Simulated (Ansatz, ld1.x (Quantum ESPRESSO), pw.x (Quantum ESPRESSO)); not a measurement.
## gold: one change to the TM potential, in the atom and in the sc crystal

* Element: gold
* Generator: ld1.x (Quantum ESPRESSO) 7.5
* Type: norm-conserving Troullier–Martins (Kleinman–Bylander form)
* Functional: PBE
* Relativity: scalar-relativistic
* Frozen core: [Xe] 4f14
* Valence charge: 11
* Reference configuration: 5d10 6s1 6p0
* Partial waves: 6p (bound, empty): rc 2.50 bohr; 5d (bound): rc 2.40 bohr; 6s (bound): rc 1.75 bohr
* Local potential: the s channel
* Core correction: a·sin(br)/r model core, default radius (core density twice the valence density)

Change: all radii but the core radius scaled by about 0.94 (s 1.64, p 2.34, d 2.26 bohr).

Cutoffs, loose and tight: the cutoffs (Ry, on a coarse ladder) from which the occupation-weighted sum of valence levels, in a spherical-Bessel basis at the reference potential, stays within 10 and 1 mRy of its value at 400 Ry. They do not see the model core or the augmentation charge, which bear on the density cutoff. Test errors are all-electron minus pseudo excitation energies from the reference, over the configurations 5d10 6s0 6p0; 5d9 6s0 6p0; 5d8 6s0 6p0; 5d9 6s1 6p1; 5d10 6s0.5 6p0; 5d10 6s0 6p1; 5d9 6s1 6p0; variants that change the core or the reference have their own tests.

Crystal test: sc Au in pw.x 7.5, no spin, 12³ k-points, Fermi–Dirac smearing 0.01 Ry, cutoffs set for each file from its atomic test. The reference is all-electron LAPW (Ansatz 0.2.0) with the same functional, mesh and smearing; V0 and B0 come from Birch–Murnaghan fits to the pressures at five volumes. Errors are pseudo minus all-electron; Δ is the rms difference of the E(V) curves that follow from these fits, minima aligned, over ±6 % about the mean V0. Mesh and smearing are coarse, so the numbers serve the comparison and aren't converged zero-temperature values; the lattice is a test structure that the element need not adopt.

All-electron: a0 = 2.747 Å (V0 = 20.73 Å³/atom), B0 = 104.8 GPa.

Does the change bring the crystal closer to the all-electron result?

The mean pressure error goes from +2.97 to +2.42 GPa, so the change moves the solid closer to the all-electron pressures.

| quantity | base | changed |
| --- | --- | --- |
| outcome (atom) | generated | generated |
| cutoff, loose (atom) | 40 Ry | 40 Ry |
| cutoff, tight (atom) | 70 Ry | 80 Ry |
| bound ghosts (atom) | none | none |
| largest test error (meV) (atom) | -326 | -323 |
| cutoffs in pw.x (Ry) | 85/340 | 100/400 |
| a0 (Å) | 2.773 | 2.768 |
| a0 error (%) | +0.92 | +0.74 |
| B0 error (%) | -4.2 | -3.6 |
| Δ (meV/atom) | 13.0 | 10.6 |
| mean pressure error (GPa) | +2.97 | +2.42 |

Base: This is a poor potential for the solid. The free energy does not fall steadily as the cutoff rises, most likely since the density grid, which shrinks with it, is too coarse for the model core; the lower cutoffs are not converged. Changed file: This is a poor potential for the solid. The free energy does not fall steadily as the cutoff rises, most likely since the density grid, which shrinks with it, is too coarse for the model core; the lower cutoffs are not converged. The atomic cutoffs weigh occupied waves only.
